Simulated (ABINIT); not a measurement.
# SiC (Moissanite) (P6_3mc) in ABINIT: relaxation of cell and atoms with PBEsol

Aim: the relaxation of cell and atoms of SiC (Moissanite) with PBEsol.

All numbers are computed with ABINIT 10.8.3 (patched build); they aren't measurements. Logs are shortened: lines on timing, memory, paths and dates and some standing lists are left out, and cuts for length are marked. The log counts tension as positive stress, the text compression.

## Step 1: The structure

It takes space group P6_3mc (No. 186, hexagonal). Conventional cell: a = 3.076 Å, b = 3.076 Å, c = 5.048 Å, α = 90.00°, β = 90.00°, γ = 120.00°. Around Si (site symmetry 3m) lie 4 C at 1.87 to 1.94 Å. C (site symmetry 3m) is surrounded by 4 Si at 1.87 to 1.94 Å.

## Step 2: Relaxation of cell and atoms, PBEsol

Contents of run.abi:

```
# Pseudopotentials
pp_dirpath "./"
pseudos "Si.GGA_PBE-JTH.xml, C.GGA_PBE-JTH.xml"

# Structure
acell 3.076 3.076 5.048 Angstrom
rprim
     1.0000000000     0.0000000000     0.0000000000
    -0.5000000000     0.8660254038     0.0000000000
     0.0000000000     0.0000000000     1.0000000000
ntypat 2
znucl 14 6
natom 4
typat 1 1 2 2
xred
     0.6666666667     0.3333333333     0.5000000000
     0.3333333333     0.6666666667     0.0000000000
     0.6666666667     0.3333333333     0.8850000000
     0.3333333333     0.6666666667     0.3850000000
chkprim 0
chksymtnons 0
tolsym 1.0e-6

# Plane-wave basis
ecut 19.0
pawecutdg 38.0
pawxcdev 0
pawovlp -1

# k points
kptopt 1
ngkpt 10 10 5
nshiftk 1
shiftk 0.0 0.0 0.0

# Exchange and correlation
ixc -116133

# Bands and occupations
nband 12
occopt 3
tsmear 0.05 eV

# SCF cycle
nstep 100
tolvrs 1.0e-9

# Output
iomode 3
prtwf 0
prtden 0
prteig 0
prtebands 0
enunit 1

# Relaxation
ionmov 2
ntime 60
tolmxf 5.0e-5
optcell 2
dilatmx 1.08
ecutsm 0.5
```

Potentials or basis: JTH PAW PBE v2.0.

On the command line:

```sh
$ abinit run.abi > log 2>&1
```

run.abo:

```text
.Version 10.8.3 of ABINIT
 Symmetries : space group P6_3 m c (#186); Bravais hP (primitive hexag.)
================================================================================
 Values of the parameters that define the memory need of the present run
     intxc =       0    ionmov =       2      iscf =      17    lmnmax =       8
     lnmax =       4     mgfft =      45  mpssoang =       2    mqgrid =    3001
     natom =       4  nloc_mem =       2    nspden =       1   nspinor =       1
    nsppol =       1      nsym =      12    n1xccc =       1    ntypat =       2
    occopt =       3   xclevel =       2
       mpw =        1410          nfft =       32805          nkpt =          42
 PAW method is used; the additional fine FFT grid is defined by:
   mgfftf=        60    nfftf =     77760
================================================================================
================================================================================

--------------------------------------------------------------------------------
------------- Echo of variables that govern the present computation ------------
--------------------------------------------------------------------------------
 -outvars: echo values of preprocessed input variables --------
            acell      5.8127975633E+00  5.8127975633E+00  9.5393374836E+00 Bohr
              amu      2.80855000E+01  1.20110000E+01
          chkprim           0
      chksymtnons           0
          dilatmx      1.08000000E+00
             ecut      1.90000000E+01 Hartree
           ecutsm      5.00000000E-01 Hartree
           enunit           1
           ionmov           2
              ixc     -116133
         kptrlatt       10    0    0      0   10    0      0    0    5
          kptrlen      4.76966874E+01
            natom           4
            nband          12
            ngfft          27      27      45
          ngfftdg          36      36      60
             nkpt          42
            nstep         100
             nsym          12
            ntime          60
           ntypat           2
           occopt           3
          optcell           2
        pawecutdg      3.80000000E+01 Hartree
          pawovlp     -1.0000000000E+00
         pawxcdev           0
           prtden           0
        prtebands           0
           prteig           0
            prtwf           0
            rprim      1.0000000000E+00  0.0000000000E+00  0.0000000000E+00
                      -5.0000000000E-01  8.6602540380E-01  0.0000000000E+00
                       0.0000000000E+00  0.0000000000E+00  1.0000000000E+00
          spgroup         186
           tolsym      1.00000000E-06
           tolvrs      1.00000000E-09
           tsmear      1.83746611E-03 Hartree
            typat      1  1  2  2
           useylm           1
           xangst      1.5380000000E+00  8.8796471403E-01  2.5240000000E+00
                      -2.8748683756E-17  1.7759294281E+00  0.0000000000E+00
                       1.5380000000E+00  8.8796471403E-01  4.4674800000E+00
                      -2.8748683756E-17  1.7759294281E+00  1.9434800000E+00
            xcart      2.9063987816E+00  1.6780101190E+00  4.7696687418E+00
                      -5.4327138779E-17  3.3560202380E+00  0.0000000000E+00
                       2.9063987816E+00  1.6780101190E+00  8.4423136730E+00
                      -5.4327138779E-17  3.3560202380E+00  3.6726449312E+00
             xred      6.6666666667E-01  3.3333333333E-01  5.0000000000E-01
                       3.3333333333E-01  6.6666666667E-01  0.0000000000E+00
                       6.6666666667E-01  3.3333333333E-01  8.8500000000E-01
                       3.3333333333E-01  6.6666666667E-01  3.8500000000E-01
            znucl       14.00000    6.00000

================================================================================

 chkinp: Checking input parameters for consistency.

================================================================================
== DATASET  1 ==================================================================

--- !DatasetInfo
iteration_state: {dtset: 1, }
dimensions: {natom: 4, nkpt: 42, mband: 12, nsppol: 1, nspinor: 1, nspden: 1, mpw: 1410, }
cutoff_energies: {ecut:  19.0, pawecutdg:  38.0, }
electrons: {nelect:   1.60000000E+01, charge:   0.00000000E+00, occopt:   3.00000000E+00, tsmear:   1.83746611E-03, }
meta: {optdriver: 0, ionmov: 2, optcell: 2, iscf: 17, paral_kgb: 0, }
...

 Real(R)+Recip(G) space primitive vectors, cartesian coordinates (Bohr,Bohr^-1):
 R(1)=  5.8127976  0.0000000  0.0000000  G(1)=  0.1720342  0.0993240  0.0000000
 R(2)= -2.9063988  5.0340304  0.0000000  G(2)=  0.0000000  0.1986480  0.0000000
 R(3)=  0.0000000  0.0000000  9.5393375  G(3)=  0.0000000  0.0000000  0.1048291
 Unit cell volume ucvol=  2.7913818E+02 bohr^3
 Angles (23,13,12)=  9.00000000E+01  9.00000000E+01  1.20000000E+02 degrees

 Coarse grid specifications (used for wave-functions):

 getcut: wavevector=  0.0000  0.0000  0.0000  ngfft=  27  27  45
         ecut(hartree)=     22.162   => boxcut(ratio)=   2.11276

 Fine grid specifications (used for densities):

 getcut: wavevector=  0.0000  0.0000  0.0000  ngfft=  36  36  60
         ecut(hartree)=     44.323   => boxcut(ratio)=   2.06651

--- Pseudopotential description ------------------------------------------------
- pspini: atom type   1  psp file is ./Si.GGA_PBE-JTH.xml
 Pseudopotential format is: paw10
 basis_size (lnmax)=  4 (lmn_size=  8), orbitals=   0   0   1   1
 Spheres core radius: rc_sph= 1.90944987
 Shapefunction is BESSEL type: shapef(r,l)=aa(1,l)*jl(q(1,l)*r)+aa(2,l)*jl(q(2,l)*r)
 Radius for shape functions =  1.60149249
 Compensation charge density is not taken into account in XC energy/potential

- pspini: atom type   2  psp file is ./C.GGA_PBE-JTH.xml
 Pseudopotential format is: paw10
 basis_size (lnmax)=  4 (lmn_size=  8), orbitals=   0   0   1   1
 Spheres core radius: rc_sph= 1.50736703
 Shapefunction is SIN type: shapef(r)=[sin(pi*r/rshp)/(pi*r/rshp)]**2
 Radius for shape functions =  1.30052589
 Compensation charge density is not taken into account in XC energy/potential

   2.91409616E+02                                ecore*ucvol(ha*bohr**3)
--------------------------------------------------------------------------------

================================================================================

=== [ionmov= 2] Broyden-Fletcher-Goldfarb-Shanno method (forces)
================================================================================

--- Iteration: ( 1/60) Internal Cycle: (1/1)
--------------------------------------------------------------------------------

---SELF-CONSISTENT-FIELD CONVERGENCE--------------------------------------------

--- !BeginCycle
iteration_state: {dtset: 1, itime: 1, icycle: 1, }
solver: {iscf: 17, nstep: 100, nline: 4, wfoptalg: 10, }
tolerances: {tolvrs: 1.00E-09, }
...
[... 528 lines left out ...]
  5.80874343667327E+00  0.00000000000000E+00  0.00000000000000E+00
 -2.90437171833663E+00  5.03051938031557E+00  0.00000000000000E+00
  0.00000000000000E+00  0.00000000000000E+00  9.53369300018089E+00
 Unitary Cell Volume (ucvol) [Bohr^3]=  2.78584009156043E+02
 Angles (23,13,12)= [degrees]
  9.00000000000000E+01  9.00000000000000E+01  1.19999999999554E+02
 Lengths [Bohr]
  5.80874343667327E+00  5.80874343675155E+00  9.53369300018089E+00
 Stress tensor in cartesian coordinates (strten) [Ha/bohr^3]
  3.85238032147260E-08  0.00000000000000E+00  0.00000000000000E+00
  0.00000000000000E+00  3.85236682749236E-08  0.00000000000000E+00
  0.00000000000000E+00  0.00000000000000E+00  3.70553364944983E-07
 Total energy (etotal) [Ha]= -1.94573462535652E+01

 Difference of energy with previous step (new-old):
           Absolute (Ha)=-3.23023E-05
           Relative     =-1.66016E-06

 At Broyd/MD step   5, gradients are converged :
  max grad (force/stress) = 3.7055E-05 < tolmxf= 5.0000E-05 ha/bohr (free atoms)

================================================================================

 ----iterations are completed or convergence reached----

 Mean square residual over all n,k,spin=   33.551E-09; max=  16.758E-06
 reduced coordinates (array xred) for    4 atoms
       0.666666666667      0.333333333333      0.504617482445
       0.333333333333      0.666666666667      0.004617482445
       0.666666666667      0.333333333333      0.880382517555
       0.333333333333      0.666666666667      0.380382517555
 rms dE/dt=  4.0211E-04; max dE/dt=  8.0327E-04; dE/dt below (all hartree)
    1       0.000000000000      0.000000000000      0.000803267253
    2       0.000000000000     -0.000000000000      0.000803267253
    3       0.000000000000      0.000000000000      0.000569993886
    4       0.000000000000      0.000000000000      0.000569993886

 cartesian coordinates (angstrom) at end:
    1      1.53692732429226     0.88734540442097     2.54580179328695
    2      0.00000000000000     1.77469080884195     0.02329525927766
    3      1.53692732429226     0.88734540442097     4.44154130591878
    4      0.00000000000000     1.77469080884195     1.91903477190949

 cartesian forces (hartree/bohr) at end:
    1      0.00000000000000     0.00000000000000    -0.00001223415560
    2      0.00000000000000     0.00000000000000    -0.00001223415560
    3     -0.00000000000000    -0.00000000000000     0.00001223415560
    4      0.00000000000000    -0.00000000000000     0.00001223415560
 frms,max,avg= 7.0633930E-06 1.2234156E-05   0.000E+00  0.000E+00 -7.202E-05 h/b

 cartesian forces (eV/Angstrom) at end:
    1      0.00000000000000     0.00000000000000    -0.00062910557540
    2      0.00000000000000     0.00000000000000    -0.00062910557540
    3     -0.00000000000000    -0.00000000000000     0.00062910557540
    4      0.00000000000000    -0.00000000000000     0.00062910557540
 frms,max,avg= 3.6321427E-04 6.2910558E-04   0.000E+00  0.000E+00 -3.703E-03 e/A
 length scales=  5.808743436673  5.808743436752  9.533693000181 bohr
              =  3.073854648585  3.073854648626  5.045013068019 angstroms
 Fermi (or HOMO) energy (eV) =   8.99092   Average Vxc (eV)= -11.61374
 Eigenvalues (   eV  ) for nkpt=  42  k points:
 kpt#   1, nband= 12, wtk=  0.00200, kpt=  0.0000  0.0000  0.0000 (reduced coord)
  -7.76289   -4.15285   -0.92857    6.53293    6.53293    7.75330    7.86987    7.86987
  12.61506   13.99836   14.45458   14.45458
 prteigrs : prtvol=0 or 1, do not print more k-points.

--- !EnergyTerms
iteration_state     : {dtset: 1, itime: 5, icycle: 1, }
comment             : Components of total free energy in Hartree
kinetic             :  1.01236145747730E+01
hartree             :  2.33841127314238E+00
xc                  : -9.16002981705686E+00
Ewald energy        : -2.09181719916386E+01
psp_core            :  1.04603856118912E+00
local_psp           : -8.02856598621846E+00
PAW spherical_terms :  5.14135040607400E+00
internal            : -1.94573529797354E+01
'-kT*entropy'       : -2.02541030571457E-13
total_energy        : -1.94573529797356E+01
total_energy_eV     : -5.29461547255974E+02
...

--- !EnergyTermsDC
iteration_state     : {dtset: 1, itime: 5, icycle: 1, }
comment             : '"Double-counting" decomposition of free energy'
band_energy         :  1.05145053340883E+00
Ewald energy        : -2.09181719916386E+01
psp_core            :  1.04603856118912E+00
xc_dc               : -3.39248735898167E+00
PAW spherical_terms :  2.75582400245732E+00
internal            : -1.94573462535650E+01
'-kT*entropy'       : -2.02541030571457E-13
total_energy_dc     : -1.94573462535652E+01
total_energy_dc_eV  : -5.29461364227553E+02
...

--- !EnergyTermsWithPAWCore
iteration_state     : {dtset: 1, itime: 5, icycle: 1, }
comment             : 'Components of total free energy, including PAW core contributions'
Total energy        : -6.54953429057261E+02
Total energy DC     : -6.54953422331091E+02
Total energy (eV)   : -1.78221907312068E+04
Total energy DC (eV): -1.78221905481784E+04
...

 rms coord change=  2.6659E-03   atom, delta coord (reduced):
     1        0.000000000000      0.000000000000      0.004617482445
     2        0.000000000000      0.000000000000      0.004617482445
     3        0.000000000000      0.000000000000     -0.004617482445
     4        0.000000000000      0.000000000000     -0.004617482445

 Cartesian components of stress tensor (hartree/bohr^3)
  sigma(1 1)=  3.85238032E-08  sigma(3 2)=  0.00000000E+00
  sigma(2 2)=  3.85236683E-08  sigma(3 1)=  0.00000000E+00
  sigma(3 3)=  3.70553365E-07  sigma(2 1)=  0.00000000E+00

-Cartesian components of stress tensor (GPa)         [Pressure= -4.3896E-03 GPa]
- sigma(1 1)=  1.13340942E-03  sigma(3 2)=  0.00000000E+00
- sigma(2 2)=  1.13340545E-03  sigma(3 1)=  0.00000000E+00
- sigma(3 3)=  1.09020564E-02  sigma(2 1)=  0.00000000E+00

== END DATASET(S) ==============================================================
================================================================================

 -outvars: echo values of variables after computation  --------
            acell      5.8087434367E+00  5.8087434368E+00  9.5336930002E+00 Bohr
           etotal     -1.9457346254E+01
            fcart      9.2710075854E-29  2.6763093625E-28 -1.2234155604E-05
                       9.2710075854E-29  4.8173568525E-28 -1.2234155604E-05
                      -2.7813022756E-28 -6.9584043425E-28  1.2234155604E-05
                       9.2710075854E-29 -5.3526187250E-29  1.2234155604E-05
            rprim      1.0000000000E+00  0.0000000000E+00  0.0000000000E+00
                      -4.9999999999E-01  8.6602540379E-01  0.0000000000E+00
                       0.0000000000E+00  0.0000000000E+00  1.0000000000E+00
           strten      3.8523803215E-08  3.8523668275E-08  3.7055336494E-07
                       0.0000000000E+00  0.0000000000E+00  0.0000000000E+00
           xangst      1.5369273243E+00  8.8734540442E-01  2.5458017933E+00
                       1.0219812916E-17  1.7746908088E+00  2.3295259278E-02
                       1.5369273243E+00  8.8734540442E-01  4.4415413059E+00
                       1.0219812916E-17  1.7746908088E+00  1.9190347719E+00
             xred      6.6666666667E-01  3.3333333333E-01  5.0461748245E-01
                       3.3333333333E-01  6.6666666667E-01  4.6174824453E-03
                       6.6666666667E-01  3.3333333333E-01  8.8038251755E-01
                       3.3333333333E-01  6.6666666667E-01  3.8038251755E-01
 Calculation completed.
```

Run time: 1.9 min. Hardware: 1 thread of Arm Neoverse V2, shared host; peak memory 0.12 GiB.

What came out:

* Free energy: -529.4614 eV
* Relaxed volume: 10.32 Å³/atom
* Relaxed cell: a = 3.074 Å, b = 3.074 Å, c = 5.045 Å, α = 90.00°, β = 90.00°, γ = 120.00°
* Space group after relaxing (to 0.05 Å): P6_3mc (No. 186)
* Energy gained by relaxing: 8.9 meV/atom
* Ionic steps: 5
* Pressure after relaxing: 0.0 GPa
* Band gap on the k mesh: 2.28 eV, indirect (least direct gap 3.87 eV)
* Valence electrons inside the program's atomic spheres: Si 1.67; C 2.58

Step by step:
```csv
step,energy change (eV),largest force (eV/Å),pressure (GPa),volume (Å³)
1,0.0000,0.7415,-0.17,41.36
2,-0.0210,0.4753,-0.27,41.34
3,-0.0335,0.0355,0.09,41.26
4,-0.0349,0.0180,0.05,41.27
5,-0.0358,0.0006,0.00,41.28
```

Final structure:
```
CELL_PARAMETERS angstrom
3.07385 0.00000 0.00000
-1.53693 2.66204 0.00000
0.00000 0.00000 5.04501
ATOMIC_POSITIONS crystal
Si 0.66667 0.33333 0.50462
Si 0.33333 0.66667 0.00462
C 0.66667 0.33333 0.88038
C 0.33333 0.66667 0.38038
```

Caveat: the PAW data sets were made with another functional, which shifts forces and pressure a little; an odd mesh through Γ misses points on the zone boundary, where band edges often lie.
